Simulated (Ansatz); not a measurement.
# FeO (Wuestite) (Fm-3m) in Ansatz: a series of runs

Runs on FeO (Wuestite). Level: PBEsol. Tasks: single point.

Everything below comes from runs of Ansatz 0.2.0. Logs are shortened: lines on timing, memory, paths and dates and some standing lists are left out, and cuts for length are marked.

## 1. The crystal as given

Symmetry: Fm-3m, No. 225, cubic system. Conventional cell: a = 4.311 Å, b = 4.311 Å, c = 4.311 Å, α = 90.00°, β = 90.00°, γ = 90.00°. Fe (site symmetry m-3m) is surrounded by 6 O at 2.16 Å. Around O (site symmetry m-3m) lie 6 Fe at 2.16 Å.

## 2. Single point, PBEsol, collinear spin, ferromagnetic start

File input.yaml:

```yaml
crystal:
  lattice:
    - [0.0, 2.1554, 2.1554]
    - [2.1554, 0.0, 2.1554]
    - [2.1554, 2.1554, 0.0]
  atoms:
    - { symbol: Fe, position: [0.0, 0.0, 0.0], spin: 3.0 }
    - { symbol: O, position: [0.5, 0.5, 0.5] }
hamiltonian:
  xc: pbesol
  pseudopotentials: { kind: paw }
magnetization:
  spin_polarized: true
  initial_magnetization: 3.0
  spin_locking: { lock_magnetization: hard }
kpoints:
  mp_grid: { grid: [9, 9, 9] }
scf:
  occupations: { method: fermi_dirac, width: 0.05 }
  lower_state_search: "off"
output:
  forces: true
  stress: true
  eigenvalues: true
  write_density: true
  write_potential: true
  elf: true
  volumetric_format: npy
```

Potentials or basis: Ansatz PAW.

Command:

```console
ansatz run input.yaml --threads 2 --pin off --max-ram 5632MiB --backend cpu --events-out ev --progress --plain --runs-dir out
```

Log:

```text
Warning: output.stress: scf.convergence.dr2_threshold = 1e-7 eV (the SCF's general default) is looser than the 2e-10 eV advised for a printed stress (1e-10 eV for each atom of the cell: 2). What an SCF threshold leaves in a stress goes as its square root, and in the free energy as the threshold itself, and one threshold admits the most on a small cell: of the crystals measured, under no hybrid functional and no lock of the moments, on runs that ended without the residual-converged pass, on stresses that held no estimate of that error, the worst erred by over 100 MPa in a component at 1e-7 eV an atom and by under 5 at 1e-10. Set scf.convergence.dr2_threshold to 2e-10 eV or tighter. The threshold is an SCF's pass mark: one that does not reach it within its budget of iterations ends unconverged, or closes short of it on a stop that the run arms, and scf.convergence.dr2_threshold's page says what that costs each kind of run
Warning: RAYON_NUM_THREADS=2 ignored (pool sized by the plan → 2); use --threads N
Engine: ansatz 0.2.0, aarch64-unknown-linux-gnu
Pseudopotentials: kind: paw
Pseudopotential: Fe, paw, valence charge 16, recommended cutoff 420 eV (normal), Fe.paw.azcp
Pseudopotential: O, paw, valence charge 6, recommended cutoff 420 eV (normal), O.paw.azcp
Functional definition: PBEsol
  exchange = pbesol_x
  correlation = pbesol_c
Crystal: 2 atoms, lattice volume = 20.027 Å³
Basis set: ecut = 420 eV, 387 PW (Γ), exchange–correlation on 48×48×48 points (8 copies of the dense FFT grid, shifted against one another)
Bands: 17, of which v1, the nominal top of the filled ones, is band 11 counted from 1 (10 counted from 0)
Symmetry: 48 space group operations
Space group: Fm-3m (ITA 225), of the structure as read, at distance tolerance 2.7e-5 Å
Magnetic group: BNS 225.116 (UNI 1618), of the structure as read, at distance tolerance 2.7e-5 Å
k-points: 35 of 729
Non-local potential: Fe, projectors of the file, l = 0: 3, l = 1: 2, l = 2: 3, l = 3: 1
Non-local potential: O, projectors of the file, l = 0: 2, l = 1: 2, l = 2: 1
PAW form: soft (Blöchl's): semilocal exchange-correlation on the pseudo side does not see the compensation charge
PAW frozen core: Fe, regenerated for the run's functional, and the local potential with it (the file was generated under x = pbe(κ = 0.804, μ = 0.2195149727645171), c = pbe(β = 0.06672455060314922))
PAW frozen core: O, regenerated for the run's functional, and the local potential with it (the file was generated under x = pbe(κ = 0.804, μ = 0.2195149727645171), c = pbe(β = 0.06672455060314922))
PAW one-centre angular grid: Fe, 590 points (default); XC on 64 Gauss nodes
PAW one-centre angular grid: O, 110 points (default); XC on 64 Gauss nodes
Initial density: superposition of atomic densities (chi_scale 0.1, normalization cell, long waves kept (reshape's long-wave potential 0.00 eV rms))
Starting moments: Σ|m| = 3 μB on 1 of 2 sites
Initial wavefunctions: pseudopotential atomic-orbital guess
Functional: x = pbesol(κ = 0.804, μ = 0.12345679012345678), c = pbesol(β = 0.046)
SCF iter   1: F=—  HF=-5010.606775 eV  |F-HF|=—  |Δ(HF+E_count)|=         —  Δρ=1.86e-1 (↑1.22e-1 ↓1.86e-1)  dr2=1.74e1  dr2_m=2.43e-1  M=3.000 μB ∫|m|=3.000 μB  β_m=0.30  ethr=3.10e-3  ⟨swp⟩=4.3  Hψ=4933  notcnv=0
preconditioner: auto → none  [metal: Δε(μ)=0.008 eV  Ē_g=12.184 eV  σ=0.050 eV  W_gap=0.04  n_scr=8 (ndim 8)  ℏωp=31.0 eV  f_vac=0.000  D(μ)=3.92/eV (n_scr^D=64)  sad-step TF]
SCF iter   2: F=—  HF=-5008.343394 eV  |F-HF|=—  |Δ(HF+E_count)|=    2.26e0  Δρ=3.75e-2 (↑3.12e-2 ↓3.75e-2)  dr2=2.03e-1  dr2_m=4.18e-2  M=3.000 μB ∫|m|=3.001 μB  β_m=0.29  ethr=3.10e-3  ⟨swp⟩=3.0  Hψ=3251  notcnv=0  defer=33
SCF iter   3: F=—  HF=-5008.374073 eV  |F-HF|=—  |Δ(HF+E_count)|=   3.07e-2  Δρ=2.79e-2 (↑2.10e-2 ↓2.79e-2)  dr2=8.89e-2  dr2_m=2.61e-2  M=3.000 μB ∫|m|=3.002 μB  β_m=0.61  ethr=9.23e-4  ⟨swp⟩=2.3  Hψ=2319  notcnv=0  defer=18
SCF iter   4: F=—  HF=-5008.484005 eV  |F-HF|=—  |Δ(HF+E_count)|=   1.10e-1  Δρ=8.42e-3 (↑2.69e-3 ↓8.42e-3)  dr2=1.84e-2  dr2_m=1.98e-3  M=3.000 μB ∫|m|=3.012 μB  β_m=0.80  ethr=4.04e-4  ⟨swp⟩=2.6  Hψ=2451  notcnv=0  defer=18
SCF iter   5: F=—  HF=-5008.485083 eV  |F-HF|=—  |Δ(HF+E_count)|=   1.08e-3  Δρ=2.32e-3 (↑1.42e-3 ↓2.32e-3)  dr2=1.06e-3  dr2_m=2.52e-4  M=3.000 μB ∫|m|=3.016 μB  β_m=0.64  ethr=8.34e-5  ⟨swp⟩=2.0  Hψ=1590  notcnv=0  defer=18
SCF iter   6: F=—  HF=-5008.484802 eV  |F-HF|=—  |Δ(HF+E_count)|=   2.80e-4  Δρ=1.31e-3 (↑6.48e-4 ↓1.31e-3)  dr2=1.71e-4  dr2_m=1.54e-4  M=3.000 μB ∫|m|=3.016 μB  β_m=0.82  ethr=4.83e-6  ⟨swp⟩=2.4  Hψ=1978  notcnv=0  defer=18
SCF iter   7: F=—  HF=-5008.484861 eV  |F-HF|=—  |Δ(HF+E_count)|=   5.85e-5  Δρ=4.91e-4 (↑4.91e-4 ↓1.25e-4)  dr2=3.52e-5  dr2_m=1.35e-5  M=3.000 μB ∫|m|=3.016 μB  β_m=0.91  ethr=7.76e-7  ⟨swp⟩=2.2  Hψ=1595  notcnv=0  defer=18
SCF iter   8: F=—  HF=-5008.484868 eV  |F-HF|=—  |Δ(HF+E_count)|=   6.74e-6  Δρ=5.48e-5 (↑5.48e-5 ↓1.99e-5)  dr2=7.19e-7  dr2_m=1.31e-7  M=3.000 μB ∫|m|=3.016 μB  β_m=0.96  ethr=1.60e-7  ⟨swp⟩=1.6  Hψ=1317  notcnv=0  defer=18
SCF iter   9: F=-5008.484868 eV  HF=-5008.484868 eV  |F-HF|=3.60e-8  |Δ(HF+E_count)|=   9.04e-8  Δρ=1.73e-5 (↑1.73e-5 ↓7.08e-6)  dr2=6.17e-8  dr2_m=1.51e-8  M=3.000 μB ∫|m|=3.016 μB  ethr=4.55e-10  ⟨swp⟩=8.8  Hψ=7503  notcnv=0
SCF 1 converged in 9 iterations: F = -5008.484868 eV  dr2 = 6.17e-8
SCF converged after 9 iterations
Stability checked in part: among states of this total moment the steps that led to this state did not find it unstable. No probe was made; neither looks for a lower state of another moment (fixed_total_moment; see scf.lower_state_search)
Magnetization: 3.0000 μB (12.5000 up, 9.5000 down)
Absolute magnetization: 3.0160 μB (∫|ρ↑−ρ↓|, with the PAW one-centre terms)
Spin contamination: 0.0281 ħ² per cell (⟨S²⟩ above its minimum at these occupations)
Per-site moments (μB) at R_I (Å): [(2.718470075041043, 0.8891025000000001), (0.09377147302152143, 0.8891025000000001)]
Free energy (F): -5008.484868 eV
Harris-Foulkes:  -5008.484868 eV  (|F-HF|=3.60e-8)
Internal energy: -5008.460219 eV  (E = F + TS)
E sigma→0 (E₀):  -5008.472543 eV
Entropy (-TS):   -0.024649 eV (-12.324 meV/atom)
Fermi energy:    14.123090 (↑ 13.684518, ↓ 14.561663) eV
--- Per-component energies (eV) ---
  E_band       = -266.767264
  E_kinetic    = 515.590580
  E_local      = -2598.183498  (includes V_loc(G=0)·N_el)
  E_nonlocal   = 278.491097
  E_hartree    = 1057.594282
  E_xc         = -186.005088
  E_vxc        = -239.715060  (∫ρ·V_xc dr)
  E_paw        = -1490.708819  (= ΣΔE_a)
  E_vpaw       = -338.133881  (= ΣTr[D̂ρ^β])
  E_aug_tail   = 0.003350  (compensation charges beyond the density's cutoff)
  E_ewald      = -2585.456612
  E_core_change = 0.214490  (= ΣΔE_core)
  E_smearing   = -0.024649  (= −TS)
  E_closure    = 0.000000  (closes the sum)
  Σ components = -5008.484868   (vs F -5008.484868, Δ=0.00e0)
--- Forces (eV/Å), atoms counted from 1 ---
  atom   1  Fe    -0.00000000     0.00000000     0.00000000
  atom   2  O      0.00000000    -0.00000000    -0.00000000
  max |Σ_I F_I| component: 1.59e-29 eV/Å
--- Stress (GPa, compression-positive) ---
      -19.702582      -0.000000       0.000000
        0.000000     -19.702582      -0.000000
        0.000000       0.000000     -19.702582
  P = ⅓ Tr σ = -19.7026 GPa (-197.026 kbar)
--- Band table (eV; the first three rows and the last of 70) ---
  k-point 0 ↑: bands = ["-74.4767", "-40.6508", "-40.6508", "-40.6508", "-6.4528", "10.3635", "10.3635", "10.3635", "11.1449", "11.1449", "11.1449", "11.3185", "11.3185", "14.4269", "29.5195", "31.3997", "31.3997"]
  k-point 1 ↑: bands = ["-74.4760", "-40.6574", "-40.6517", "-40.6517", "-6.3306", "9.3653", "9.6821", "9.6821", "11.2551", "11.2551", "11.4265", "12.0425", "12.0425", "15.2270", "27.8609", "30.9842", "30.9842"]
  k-point 2 ↑: bands = ["-74.4743", "-40.6741", "-40.6538", "-40.6538", "-6.0047", "7.8075", "8.8429", "8.8429", "11.4999", "11.4999", "11.7346", "13.0398", "13.0398", "16.7076", "25.4732", "29.5212", "29.5212"]
  k-point 34 ↓: bands = ["-71.2369", "-37.5315", "-37.5234", "-37.5080", "-4.9895", "7.5426", "8.0894", "8.5475", "13.9813", "14.4283", "15.0467", "15.2719", "16.0148", "22.6006", "23.5561", "24.0928", "27.3065"]
```

Wall time 1.6 s (2 threads of Arm Neoverse V1, shared host); peak memory 0.28 GiB.

What came out:

* Free energy: -5008.4849 eV
* Pressure: -19.7 GPa
* Net moment: 3.00 μB per cell
* Absolute moment: 3.02 μB per cell
* Site moments: Fe +2.72; O +0.09 μB

Caveat: the pressure holds a Pulay correction of +0.7 GPa for the finite cutoff; the total moment is fixed, so each spin has its own Fermi level; a cell with one magnetic atom can't hold antiferromagnetic order, which such compounds often take; the PAW data sets come from PBE, with cores solved anew for the run's functional, which leaves a small shift of forces and pressure; the thresholds are loose for stress.

## 3. Single point, PBEsol, collinear spin, ferromagnetic start

File input.yaml:

```yaml
crystal:
  lattice:
    - [0.0, 2.1554, 2.1554]
    - [2.1554, 0.0, 2.1554]
    - [2.1554, 2.1554, 0.0]
  atoms:
    - { symbol: Fe, position: [0.0, 0.0, 0.0], spin: 3.8 }
    - { symbol: O, position: [0.5, 0.5, 0.5] }
hamiltonian:
  xc: pbesol
  pseudopotentials: { kind: paw }
magnetization:
  spin_polarized: true
  initial_magnetization: 3.8
  spin_locking: { lock_magnetization: hard }
kpoints:
  mp_grid: { grid: [9, 9, 9] }
scf:
  occupations: { method: fermi_dirac, width: 0.05 }
  lower_state_search: "off"
output:
  forces: true
  stress: true
  eigenvalues: true
```

Potentials or basis: Ansatz PAW.

Command:

```console
ansatz run input.yaml --threads 2 --pin off --max-ram 5632MiB --backend cpu --events-out ev --progress --plain --runs-dir out
```

Wall time 1.5 s (2 threads of Arm Neoverse V1, shared host); peak memory 0.28 GiB.

Results (log left out):

* Free energy: -5008.7829 eV
* Pressure: -11.2 GPa
* Net moment: 3.80 μB per cell
* Absolute moment: 3.81 μB per cell
* Site moments: Fe +3.31; O +0.27 μB

Caveat: the pressure holds a Pulay correction of +0.7 GPa for the finite cutoff; the total moment is fixed, so each spin has its own Fermi level; a cell with one magnetic atom can't hold antiferromagnetic order, which such compounds often take; the PAW data sets come from PBE, with cores solved anew for the run's functional, which leaves a small shift of forces and pressure; the thresholds are loose for stress.
